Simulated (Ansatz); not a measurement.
CuAu in Ansatz: the effect of functional

CuAu:

```xyz
2
Lattice="2.8107 0.0000 0.0000 0.0000 2.8107 0.0000 0.0000 0.0000 3.6850" Properties=species:S:1:pos:R:3 pbc="T T T"
Au    0.0000    0.0000    0.0000
Cu    1.4054    1.4054    1.8425
```

Alike in all runs:

```yaml
Program: Ansatz 0.2.0
Task: projected density of states
Potentials_or_basis: Ansatz PAW
k_mesh: 5 × 5 × 4
Occupations: fermi-dirac, width 0.05 eV
Spin: no spin polarisation
```

| functional | cutoff | pressure (GPa) |
| --- | --- | --- |
| LDA | 420 eV (not typed: the program's choice for these potentials) | -9.4 |
| PBE | 420 eV (not typed: the program's choice for these potentials) | 4.2 |
| PBEsol | 420 eV (not typed: the program's choice for these potentials) | ? |
| RPBE | 420 eV (not typed: the program's choice for these potentials) | 8.6 |
| revPBE | 420 eV (not typed: the program's choice for these potentials) | 7.4 |
| BLYP | 420 eV (not typed: the program's choice for these potentials) | 14.1 |
| r2SCAN | 500 eV (not typed: the program's choice for these potentials) | -0.7 |
| HSE06 | 420 eV (not typed: the program's choice for these potentials) | 1.9 |
| PBE0 | 420 eV (not typed: the program's choice for these potentials) | 1.9 |
| r2SCAN0 | 500 eV (not typed: the program's choice for these potentials) | -0.7 |

Q: What does the run with functional PBEsol give?

A: Pressure -4.2 GPa.

Caveats: all runs use coarse meshes; the density of states is complete only up to the lowest level of the last band computed; the PAW data sets come from PBE, with cores solved anew for the run's functional, which leaves a small shift of forces and pressure (some runs); the thresholds are loose for stress (some runs).
